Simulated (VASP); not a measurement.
Set up this calculation in VASP 6.6.1, as the native input.

| Quantity | Value |
| --- | --- |
| Task | band structure |
| Functional | MS2 |
| Potentials or basis | VASP PAW PBE potentials, release 64 (Te) |
| Cutoff | 520 eV |
| k mesh | 9 × 9 × 9 |
| Occupations | fermi-dirac, width 0.05 eV |
| Spin | no spin polarisation |
| Further INCAR settings | ALGO = Normal; EDIFF = 1e-06 |

The structure of Te lies in POSCAR:

```
Te
1.0
    2.3059043427      1.3313144930      1.6909537039
   -2.3059043427      1.3313144930      1.6909537039
    0.0000000000     -2.6626289860      1.6909537039
Te
1
Direct
    0.5000000000      0.5000000000      0.5000000000
```

This isn't the form of Te at room conditions, which is trigonal, of chains.

The input as run:

INCAR

```
SYSTEM = Te
PREC = Accurate
ENCUT = 520
EDIFF = 1E-6
ISMEAR = -1
SIGMA = 0.05
LREAL = .FALSE.
LASPH = .TRUE.
NELM = 80
ALGO = Normal
ISIF = 2
LWAVE = .FALSE.
LCHARG = .FALSE.
METAGGA = MS2
LMIXTAU = .TRUE.
```

KPOINTS

```
Automatic mesh
0
G
  9 9 9
  0 0 0
```

KPOINTS_OPT

```
path GPZQGFP1Q1LZ
15
line-mode
reciprocal
 0.0000000000  0.0000000000  0.0000000000  G
 0.4677709699 -0.5322290301  0.4677709699  P

 0.4677709699 -0.5322290301  0.4677709699  P
 0.5000000000 -0.5000000000  0.5000000000  Z

 0.5000000000 -0.5000000000  0.5000000000  Z
 0.4355419398  0.4355419398  0.4355419398  Q

 0.4355419398  0.4355419398  0.4355419398  Q
 0.0000000000  0.0000000000  0.0000000000  G

 0.0000000000  0.0000000000  0.0000000000  G
 0.5000000000 -0.5000000000  0.0000000000  F

 0.5000000000 -0.5000000000  0.0000000000  F
 0.5322290301 -0.4677709699 -0.4677709699  P1

 0.5322290301 -0.4677709699 -0.4677709699  P1
 0.5644580602 -0.4355419398 -0.4355419398  Q1

 0.5644580602 -0.4355419398 -0.4355419398  Q1
 0.5000000000  0.0000000000  0.0000000000  L

 0.5000000000  0.0000000000  0.0000000000  L
 0.5000000000 -0.5000000000  0.5000000000  Z
```

Potentials or basis: VASP PAW PBE potentials, release 64 (Te).

Run with:

```bash
$ cat potpaw_PBE.64/Te/POTCAR > POTCAR
$ mpirun -np 1 vasp_std > vasp.out
```

Results of the run:

```
Pressure                : -0.6 GPa
Band gap along the path : none (metal or under the smearing width)
```

Caveat: the PAW data sets were made with another functional, which shifts forces and pressure a little; spin-orbit coupling is left out, which moves the levels of the heavy elements.

Wall time 86 s on 1 thread of AMD EPYC 9R14 (Zen 4), with other jobs on the host, peak memory 0.14 GiB.
